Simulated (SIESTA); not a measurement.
Al2Pt:

```xyz
3
Lattice="0.0000 2.9550 2.9550 2.9550 0.0000 2.9550 2.9550 2.9550 0.0000" Properties=species:S:1:pos:R:3 pbc="T T T"
Pt    0.0000    0.0000    0.0000
Al    4.4325    4.4325    4.4325
Al    1.4775    1.4775    1.4775
```

* Program: SIESTA 5.4.2
* Task: single point
* Functional: PBE
* Potentials or basis: PseudoDojo 0.4 standard (PBE files)
* Basis: DZP (energy shift 0.003 Ry; two zetas on semicore shells)
* Grid cutoff: 800 Ry
* Energy shift: 0.003 Ry
* k mesh: 8 × 8 × 8
* Occupations: fermi-dirac, width 0.05 eV
* Spin: no spin polarisation

On this cell: pressure 3.4 GPa; largest force zero by symmetry; band gap on the k mesh none (metal or under the smearing width).

The same run follows on a disturbed copy (atoms moved at random, drawn with an rms of 0.05 Å):

```
Pt Al
1.0
     0.00000    2.95500    2.95500
     2.95500    0.00000    2.95500
     2.95500    2.95500    0.00000
Pt Al
1 2
Direct
  0.01173 0.98495 0.99436
  0.75402 0.75336 0.74357
  0.25103 0.24881 0.25647
```

Problem. What does the disturbed cell give?

Solution. The energy (extrapolated to zero smearing) moves by +8.8 meV/atom; pressure 3.8 GPa; largest force 0.648 eV/Å; band gap on the k mesh none (metal or under the smearing width).

Forces on the atoms (eV/Å):
```
Pt   0.619 -0.084  0.173
Al  -0.191  0.157 -0.181
Al  -0.428 -0.073  0.008
```

Stress tensor (GPa, compression positive):
```
 3.66  0.57 -0.71
 0.57  3.86 -0.71
-0.71 -0.71  3.83
```

Caveats: short orbitals over semicore shells can move pressures by several GPa; the basis of atomic orbitals isn't converged, which shifts pressures, moduli and gaps.
